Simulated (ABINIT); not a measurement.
**Au in ABINIT: convergence with k mesh**

Input of the first run (k mesh 2 × 2 × 2); the others differ in this setting and in those tied to it:

Contents of run.abi:

```
# Pseudopotentials
pp_dirpath "./"
pseudos "Au.GGA_PBE-JTH.xml"

# Structure
acell 3*1.0
rprim
    -3.1317845248     3.1317845248     3.1317845248
     3.1317845248    -3.1317845248     3.1317845248
     3.1317845248     3.1317845248    -3.1317845248
ntypat 1
znucl 79
natom 1
typat 1
xred
     0.0000000000     0.0000000000     0.0000000000

# Plane-wave basis
ecut 20.0
pawecutdg 40.0
pawxcdev 0

# k points
kptopt 1
ngkpt 2 2 2
nshiftk 1
shiftk 0.0 0.0 0.0

# Exchange and correlation
ixc 11

# Bands and occupations
nband 10
occopt 3
tsmear 0.1 eV

# SCF cycle
nstep 100
tolvrs 1.0e-9

# Output
iomode 3
prtwf 0
prtden 0
prteig 0
prtebands 0
prtvol 2
```

Potentials or basis: JTH PAW PBE v2.0.

Run with:

```sh
$ abinit run.abi > log 2>&1
```

This isn't the form of Au at room conditions, which is fcc.

Hardware: 1 thread of Arm Neoverse V2, on a shared host.

The values tried are 2 × 2 × 2, 3 × 3 × 3, 5 × 5 × 5, 7 × 7 × 7, 8 × 8 × 8, 10 × 10 × 10, 12 × 12 × 12, 14 × 14 × 14, 16 × 16 × 16, loosest first. From which on does the pressure stay within 0.1 GPa of the tightest run that finished?

From 8 × 8 × 8 on.

| k mesh | energy less the tightest run, at zero smearing (meV/atom) | pressure (GPa) | SCF cycles | CPU time (s) | peak memory (GiB) |
| --- | --- | --- | --- | --- | --- |
| 2 × 2 × 2 | 3133.16 | 38.05 | 21 | 3.2 | 0.08 |
| 3 × 3 × 3 | -304.18 | -4.14 | 20 | 3.4 | 0.08 |
| 5 × 5 × 5 | -4.50 | -0.96 | 17 | 4.1 | 0.09 |
| 7 × 7 × 7 | -4.96 | -0.68 | 32 | 9.8 | 0.09 |
| 8 × 8 × 8 | 36.40 | -1.38 | 17 | 7.2 | 0.09 |
| 10 × 10 × 10 | 15.33 | -1.37 | 32 | 18 | 0.09 |
| 12 × 12 × 12 | 7.14 | -1.38 | 30 | 24 | 0.1 |
| 14 × 14 × 14 | 2.92 | -1.39 | 33 | 36 | 0.11 |
| 16 × 16 × 16 | 0.00 | -1.37 | 39 | 57 | 0.12 |

Not settled before the last step: the energy (to 1 meV/atom). Meshes of other sizes hit other points, so gaps and Fermi surfaces needn't settle smoothly. The tightest run that finished is the yardstick and may itself not be fully converged.

The run has no spin-orbit coupling, so splittings on Au are missing.
